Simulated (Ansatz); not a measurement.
## How far is PAW off for WC?

```
W C
1.0
     2.87120    0.00000    0.00000
    -1.43560    2.48653    0.00000
     0.00000    0.00000    2.80042
W C
1 1
Cartesian
  0.0000 0.0000 0.0000
  1.4356 0.8288 1.4002
```

Atoms are numbered in the order listed.

Conventional cell: a = 2.871 Å, b = 2.871 Å, c = 2.800 Å, α = 90.00°, β = 90.00°, γ = 120.00°. W (atom 1) has 6 C at 2.17 Å as nearest neighbours. Around C (atom 2) lie 6 W at 2.17 Å.

The cell comes from COD entry 2102244, which wasn't checked; take it as a given geometry. The listed cell was then made from it by scaling, straining or moving an atom.

Spin–orbit coupling is left out, though it moves levels of the heavy atoms by tenths of an eV or more.

Methods: DFT, PBE, PAW with Ansatz's default frozen-core files, scalar-relativistic (Ansatz 0.2.0); DFT, PBE, all-electron LAPW, scalar-relativistic (Ansatz 0.2.0).

For PAW: a Γ-centred 13×13×12 k mesh, Fermi–Dirac smearing of 0.05 eV, cutoff 420 eV, no spin polarisation. LAPW targets a basis error of 1 meV/atom. The Ansatz runs share mesh, smearing and spin set-up. Plane-wave (PAW) pressures include the program's estimate of the Pulay term.

Stress and pressure are positive in compression.

The change that made this cell: volume scaled by 0.97.

```
       quantity    PAW   LAPW
 pressure (GPa)  22.04  22.07
stress xx (GPa)  21.34  21.38
stress zz (GPa)  23.44  23.46
```

PAW's pressure differs from the LAPW value by -0.03 GPa.
